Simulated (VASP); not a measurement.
# K in VASP: notebook, part 2 of 2

VASP 6.6.1.

**3. Work function, PBE**

The input, INCAR:

```
PREC     = Accurate       # precision mode
ENCUT    = 520            # plane-wave cutoff, eV
EDIFF    = 1E-6           # SCF threshold, eV
ISMEAR   = -1             # smearing method
SIGMA    = 0.05           # smearing width, eV
LREAL    = F              # projectors in reciprocal space
LASPH    = T              # aspherical terms in the spheres
NELM     = 60             # most SCF steps
ALGO     = Normal         # electronic algorithm
ISIF     = 2              # what is computed and relaxed
LWAVE    = F              # write WAVECAR
LCHARG   = F              # write CHGCAR
LDIPOL   = T            
IDIPOL   = 3            
DIPOL    = 0.5 0.5 0.500
GGA      = PE             # functional
EFIELD   = -0.3         
LVHAR    = T            
LVACPOTAV= T
```

The input, KPOINTS:

```
Automatic mesh
0
Gamma
  7 7 1
```

The input, POSCAR:

```
K
1.0
    4.7251254772      0.0000000000      0.0000000000
   -2.2093571875      4.1767872334      0.0000000000
    0.0000000000      0.0000000000     22.8117980100
K
3
Direct
    0.1793869800      0.8206130200      0.3287772405
    0.8206130200      0.1793869800      0.5000000000
    0.1793869800      0.8206130200      0.6712227595
```

Potentials or basis: VASP PAW PBE potentials, release 64 (K_sv).

On the command line:

```bash
> cat potpaw_PBE.64/K_sv/POTCAR > POTCAR
> mpirun -np 1 vasp_std > vasp.out
```

OUTCAR:

```text
PREC = Accurate
   ENCUT = 520
   EDIFF = 1E-6
   ISMEAR = -1
   LREAL = F
   LASPH = T
   NELM = 60
   ISIF = 2
   GGA = PE

 ion  position               nearest neighbor table
   1  0.179  0.821  0.329-
   2  0.821  0.179  0.500-
   3  0.179  0.821  0.671-

  LATTYP: Found a base centered orthorhombic cell.
 ALAT       =     4.8759247000
 B/A-ratio  =     1.6602432150
 C/A-ratio  =     4.6784557624

  Lattice vectors:

 A1 = (   4.7251254772,   0.0000000000,   0.0000000000)
 A2 = (  -2.2093571875,   4.1767872334,   0.0000000000)
 A3 = (   0.0000000000,   0.0000000000,  22.8117980100)

Analysis of symmetry for initial positions (statically):
=====================================================================
 Subroutine PRICEL returns:
 Original cell was already a primitive cell.

 Routine SETGRP: Setting up the symmetry group for a
 base centered orthorhombic supercell.

 Subroutine GETGRP returns: Found  4 space group operations
 (whereof  4 operations were pure point group operations)
 out of a pool of  8 trial point group operations.

The static configuration has the point symmetry C_2v.

Analysis of symmetry for dynamics (positions and initial velocities):
=====================================================================
 An external electric field (EFIELD) may reduce the allowed symmetry operations
 Subroutine PRICEL returns:
 Original cell was already a primitive cell.

 Routine SETGRP: Setting up the symmetry group for a
 base centered orthorhombic supercell.

 Subroutine GETGRP returns: Found  2 space group operations
 (whereof  2 operations were pure point group operations)
 out of a pool of  8 trial point group operations.

The dynamic configuration has the point symmetry C_1h.

 Subroutine INISYM returns: Found  2 space group operations
 (whereof  2 operations are pure point group operations),
 and found     1 'primitive' translations

----------------------------------------------------------------------------------------

                                     Primitive cell

  volume of cell :     450.2101

  direct lattice vectors                    reciprocal lattice vectors
     4.725125477  0.000000000  0.000000000     0.211634591  0.111946427  0.000000000
    -2.209357188  4.176787233  0.000000000     0.000000000  0.239418468  0.000000000
     0.000000000  0.000000000 22.811798010     0.000000000  0.000000000  0.043836965

  length of vectors
     4.725125477  4.725125477 22.811798010     0.239418468  0.239418468  0.043836965

  position of ions in fractional coordinates (direct lattice)
     0.179386980  0.820613020  0.328777241
     0.820613020  0.179386980  0.500000000
     0.179386980  0.820613020  0.671222759

  ion indices of the primitive-cell ions
   primitive index   ion index
                 1           1
                 2           2
                 3           3

----------------------------------------------------------------------------------------

 KPOINTS: Automatic mesh

Automatic generation of k-mesh.
 Grid dimensions read from file:
 generate k-points for:    7    7    1

 Generating k-lattice:

  Cartesian coordinates                     Fractional coordinates (reciprocal lattice)
     0.030233513  0.015992347  0.000000000     0.142857143  0.000000000  0.000000000
     0.000000000  0.034202638  0.000000000     0.000000000  0.142857143  0.000000000
     0.000000000  0.000000000  0.043836965     0.000000000  0.000000000  1.000000000

  Length of vectors
     0.034202638  0.034202638  0.043836965

  Shift w.r.t. Gamma in fractional coordinates (k-lattice)
     0.000000000  0.000000000  0.000000000

 Subroutine IBZKPT returns following result:
 ===========================================

 Found     16 irreducible k-points:

 Following reciprocal coordinates:
            Coordinates               Weight
  0.000000  0.000000  0.000000      1.000000
  0.142857  0.000000  0.000000      4.000000
  0.285714  0.000000  0.000000      4.000000
  0.428571  0.000000  0.000000      4.000000
  0.142857  0.142857  0.000000      2.000000
  0.285714  0.142857  0.000000      4.000000
[... 8 lines left out ...]
  0.428571  0.428571  0.000000      2.000000
 -0.428571  0.428571  0.000000      2.000000
   k-points           NKPTS =     16   k-points in BZ     NKDIM =     16   number of bands    NBANDS=     17
   number of dos      NEDOS =    301   number of ions     NIONS =      3
   total plane-waves  NPLWV = 233280
   dimension x,y,z NGX =    36 NGY =   36 NGZ =  180
   dimension x,y,z NGXF=    72 NGYF=   72 NGZF=  360
   ions per type =               3
   NGX,Y,Z   is equivalent  to a cutoff of  12.67, 12.67, 13.12 a.u.
   NGXF,Y,Z  is equivalent  to a cutoff of  25.33, 25.33, 26.24 a.u.
 SYSTEM =  unknown system
   PREC   = accura    normal or accurate (medium, high low for compatibility)
   ISTART =      0    job   : 0-new  1-cont  2-samecut
   ICHARG =      2    charge: 1-file 2-atom 10-const
   ISPIN  =      1    spin polarized calculation?
   LNONCOLLINEAR =      F non collinear calculations
   LSORBIT =      F    spin-orbit coupling
   LASPH  =      T    aspherical Exc in radial PAW
   ENCUT  =  520.0 eV  38.22 Ry    6.18 a.u.   8.79  8.79 42.41*2*pi/ulx,y,z
   NELM   =     60;   NELMIN=  2; NELMDL= -5     # of ELM steps
   EDIFF  = 0.1E-05   stopping-criterion for ELM
   LREAL  =      F    real-space projection
   EDIFFG = 0.1E-04   stopping-criterion for IOM
   NSW    =      0    number of steps for IOM
   IBRION =     -1    ionic relax: 0-MD 1-quasi-New 2-CG
   NFREE  =      0    steps in history (QN), initial steepest desc. (CG)
   ISIF   =      2    stress and relaxation
   ISYM   =      2    0-nonsym 1-usesym 2-fastsym
   POTIM  = 0.5000    time-step for ionic-motion
   TEBEG  =    0.0;   TEEND  =   0.0 temperature during run
   PSTRESS=    0.0 pullay stress
   NELECT =      27.0000    total number of electrons
   NUPDOWN=      -1.0000    fix difference up-down
   EMIN   =  10.00;   EMAX   =-10.00  energy-range for DOS
   EFERMI =   0.00;   METHOD = LEGACY
   ISMEAR =    -1;   SIGMA  =   0.05  broadening in eV -4-tet -1-fermi 0-gaus
   EFERMI_NEDOS =   21; number of points for ismear=-14 and -15
   IALGO  =     38    algorithm
   IMIX   =      4    mixing-type and parameters
     AMIX     =   0.40;   BMIX     =  1.00
     AMIX_MAG =   1.60;   BMIX_MAG =  1.00
  volume/ion in A,a.u.               =     150.07      1012.72
  Fermi-wavevector in a.u.,A,eV,Ry     =   0.640803  1.210942  5.586935  0.410628
  Thomas-Fermi vector in A             =   1.706931
   LORBIT       =      0    0 simple, 1 ext, 2 COOP (PROOUT), +10 PAW based schemes
   GGA     = PE    functional components
   LHFCALC =     F    Hartree Fock is set to
   AEXX    =    0.0000 exact exchange contribution
   IVDW    =     0    specifies the selected vdW correction
   LEPSILON=     F    determine dielectric tensor
   LRPA    =     F    only Hartree local field effects (RPA)
 non-spin polarized calculation
  energy-cutoff  :      520.00
  volume of cell :      450.21
 maximum number of plane-waves:     12152
   NGX = 17   NGY = 17   NGZ = 85

 number of electron      27.0000000 magnetization

 dipolmoment           0.000000      0.000000     -0.438121 electrons x Angstroem

 Free energy of the ion-electron system (eV)
  ---------------------------------------------------
  ext. energy  EPLUGINS =         0.00000000
  ---------------------------------------------------
  free energy    TOTEN  =        -2.96284350 eV

  energy without entropy =       -2.94006634  energy(sigma->0) =       -2.95145492

 E-fermi :  -1.2346     XC(G=0):  -3.4154

 val. band max:       -1.2523342163   @ k =  -0.4286   0.2857   0.0000
 cond. band min:      -1.2073570311   @ k =   0.1429   0.1429   0.0000
 fundamental gap:      0.0449771852
 Fermi energy:        -1.2346303212

 k-point     1 :       0.0000    0.0000    0.0000
  band No.  band energies     occupation
      1     -33.5734      2.00000
      2     -33.5347      2.00000
      3     -33.4091      2.00000
      4     -17.0686      2.00000
      5     -17.0306      2.00000
      6     -17.0229      2.00000
[... 9 lines left out ...]
     16      -0.6952      0.00004
     17      -0.0042      0.00000
[... 283 lines left out ...]
      1     -33.5712      2.00000
      2     -33.5325      2.00000
      3     -33.4070      2.00000
      4     -17.0658      2.00000
      5     -17.0622      2.00000
      6     -17.0349      2.00000
[... 9 lines left out ...]
     16      -0.1020      0.00000
     17       0.1919      0.00000

------------------------ aborting loop because EDIFF is reached ----------------------------------------

  FORCE on cell =-STRESS in cart. coord.  units (eV):
  Direction    XX          YY          ZZ          XY          YZ          ZX
  --------------------------------------------------------------------------------------
  -------------------------------------------------------------------------------------
  Total       -0.2338273     -0.3043456     -0.3188812     -0.0666574      0.0000378     -0.0000628
  in kB       -0.8321289     -1.0830846     -1.1348130     -0.2372157      0.0001345     -0.0002234
  external PRESSURE =      -1.0166755 kB  Pullay stress =       0.0000000 kB

 VOLUME and BASIS-vectors are now :
 -----------------------------------------------------------------------------
  energy-cutoff  :      520.00
  volume of cell :      450.21
      direct lattice vectors                 reciprocal lattice vectors
     4.725125477  0.000000000  0.000000000     0.211634591  0.111946427  0.000000000
    -2.209357188  4.176787233  0.000000000     0.000000000  0.239418468  0.000000000
     0.000000000  0.000000000 22.811798010     0.000000000  0.000000000  0.043836965

 POSITION                                       TOTAL-FORCE (eV/Angst)
 -----------------------------------------------------------------------------------
     -0.96540      3.42753      7.50000        -0.000801      0.000482      0.023996
      3.48117      0.74926     11.40590         0.001618     -0.000975      0.005028
     -0.96540      3.42753     15.31180        -0.000817      0.000492     -0.029024
 -----------------------------------------------------------------------------------
    total drift:                               -0.000037      0.000022      0.000050

  FREE ENERGIE OF THE ION-ELECTRON SYSTEM (eV)
  ---------------------------------------------------
  free  energy   TOTEN  =        -2.9628435011 eV

  energy  without entropy=       -2.9400663385  energy(sigma->0) =       -2.95145492
```

It took 3.9 min on 1 thread of Intel Xeon Platinum 8259CL at 2.50GHz (Skylake/Cascade Lake), shared host; peak memory 0.55 GiB.

Results:

- Free energy: -2.9628 eV
- Largest force: 0.029 eV/Å
- Band gap on the k mesh: none (metal or under the smearing width)

Forces on the atoms (eV/Å):
```
K   -0.001  0.000  0.024
K    0.002 -0.001  0.005
K   -0.001  0.000 -0.029
```
